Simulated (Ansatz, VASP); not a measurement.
## Pb in VASP and in Ansatz

```
Pb
1.0
     3.47217    0.00000    0.00000
    -1.73608    3.00698    0.00000
     0.00000    0.00000   25.59082
Pb
4
Direct
  0.66667 0.33333 0.33215
  0.33333 0.66667 0.44405
  0.66667 0.33333 0.55920
  0.33333 0.66667 0.66414
```

Alike in both runs: functional PBEsol; k mesh 9 × 9 × 1; occupations gaussian, width 0.1 eV; no spin polarisation.

Ansatz relaxed the structure, and its values are those at the end. VASP's run is a single point on that final structure, the one shown.

```csv
,VASP,Ansatz
version,VASP 6.6.1,Ansatz 0.2.0
potentials or method,"VASP PAW PBE potentials, release 64 (Pb_d)","scalar-relativistic, plane waves, PAW"
plane-wave cutoff (eV),520,420
valence electrons in the cell,56,56
```

|  | VASP | Ansatz | Ansatz less VASP |
| --- | --- | --- | --- |
| gap on the k mesh at the Fermi level (eV) | none | none | - |
| rms of the force components (eV/Å) | 0.118 | 0.118 | 0.0000 |
| work function, face that differs most (eV) | 3.77 | 3.89 | +0.121 |

A gap of «none» marks a metal or a gap that the smearing closes.

Caveats: the PAW data sets were made with another functional, which shifts forces and pressure a little (VASP). Spin-orbit coupling is left out, which matters for the levels of Pb.
